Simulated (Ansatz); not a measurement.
**Work and stress of cleavage in AlN**

All numbers below come from DFT PBE, scalar-relativistic, plane waves, PAW (Ansatz). Settings: plane waves to 420 eV, k-mesh 5×7×3 (Γ-centred), Gaussian smearing 0.05 eV. No spin polarisation. Energies are free energies at this smearing, counted from the undisturbed cell; pressure is positive in compression.

Reference structure (relaxed at this level; this zinc-blende form isn't the usual structure):

```
CELL_PARAMETERS angstrom
4.40317 0.00000 0.00000
0.00000 2.20159 -2.20159
0.00000 6.60476 6.60476
ATOMIC_POSITIONS crystal
Al 0.00000 0.00000 0.24998
Al 0.50000 0.50000 0.41665
Al 0.00000 0.00000 0.58332
Al 0.50000 0.50000 0.74998
Al 0.00000 0.00000 0.91665
Al 0.50000 0.50000 0.08332
N 0.75000 0.00000 0.41665
N 0.25000 0.50000 0.58332
N 0.75000 0.00000 0.74998
N 0.25000 0.50000 0.91665
N 0.75000 0.00000 0.08332
N 0.25000 0.50000 0.24998
```

The cut lies on the cell's a–b face, a (0 -1 1) plane (indices in the standard cell, whose axes needn't be the Cartesian ones shown) of area 13.71 Å², between layers 1.56 Å apart. Vector c is lengthened by d along the normal with the atoms' Cartesian places fixed: one unrelaxed cut a cell. The traction is positive where the two halves pull on each other.

| d (Å) | energy (J/m²) | traction (GPa) |
| --- | --- | --- |
| -0.30 | 1.38 | -108.9 |
| -0.15 | 0.29 | -41.7 |
| 0.00 | 0.00 | 0.0 |
| 0.25 | 0.49 | 33.0 |
| 0.50 | 1.44 | 40.9 |
| 0.75 | 2.44 | 37.9 |
| 1.00 | 3.31 | 31.0 |
| 1.50 | 4.49 | 17.0 |
| 2.00 | 5.09 | 8.0 |
| 3.00 | 5.49 | 1.5 |
| 4.50 | 5.57 | 0.1 |
| 6.00 | 5.58 | 0.0 |

Task: What are the work of separation and the cleavage stress, and do they fit the universal binding curve?

Result: The energy levels off near W ≈ 5.58 J/m² (the traction is down to 0.0 GPa), the energy of the two unrelaxed faces, 2.79 J/m² each on average. The largest sampled traction is 40.9 GPa at d = 0.50 Å, and a parabola through it and its two neighbours peaks at σ_max ≈ 41.2 GPa, d ≈ 0.56 Å. The curve E = W[1 − (1 + d/ℓ)exp(−d/ℓ)] peaks in traction at d = ℓ with σ_max = W/(eℓ); with 1 J/m² per Å = 10 GPa this W and σ_max give ℓ = 0.50 Å. A parabola through that curve at the same three d peaks at 0.54 Å, against 0.56 Å here, a fair fit. Real crystals break at far lower stress, because cracks concentrate it, and on the plane of lowest W, which needn't be this one.

The cut is rigid; relaxing the faces lowers these energies and usually the stresses.

Cost: 12 runs of about 2.1 core-minutes in all, on Arm Neoverse V2 (shared hosts).